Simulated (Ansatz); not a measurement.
**How far is this LiCl from the hull?**

The calculation used DFT PBE, scalar-relativistic, plane waves, PAW in Ansatz 0.2.0. All cells share a 420 eV cutoff and Γ-centred k meshes spaced at most about 0.3 Å⁻¹ (2π included). No spin polarisation.

Energies over the elements count from the elements' standard structures at the same level (Cl₂ as a molecule), with no fitted energy shifts.

Temperature and zero-point effects are left out. Weakly bound directions are ill-defined at this level, which has no dispersion term (R-3m), and this can change margins and order among such cells.

The competitors are the elements and 1 reference phase of this chemical system (from databases or known types: LiCl), relaxed at the same level; other known phases may be missing.

The candidate was reached from: ordered vacancies on the cation sites of antifluorite.

```
CELL_PARAMETERS angstrom
2.02055 1.16657 7.12207
-2.02055 1.16657 7.12207
0.00000 -2.33313 7.12207
ATOMIC_POSITIONS crystal
Li 0.88320 0.88320 0.88320
Li 0.11680 0.11680 0.11680
Cl 0.23295 0.23295 0.23295
Cl 0.76705 0.76705 0.76705
```

Q: Is it stable, and against what?

A: Not the lowest form: another structure of the same formula lies lower. Its formation energy is -1.840 eV/atom. The lowest competing phase at this composition is this:

| phase | space group | source | share of atoms | ΔE_f (eV/atom) |
| --- | --- | --- | --- | --- |
| LiCl | P6_3mc (No. 186) | Materials Project | 1.0000 | -1.878 |

The candidate lies 38 meV/atom above this phase (37 meV/atom from unrounded values). The candidate matches no cell in the subsets of the Crystallography Open Database and the Materials Project at hand. Checks: unstable against strain. So it is a saddle point, neither stable nor metastable. The Crystallography Open Database lists this formula in another space group (No. 225).
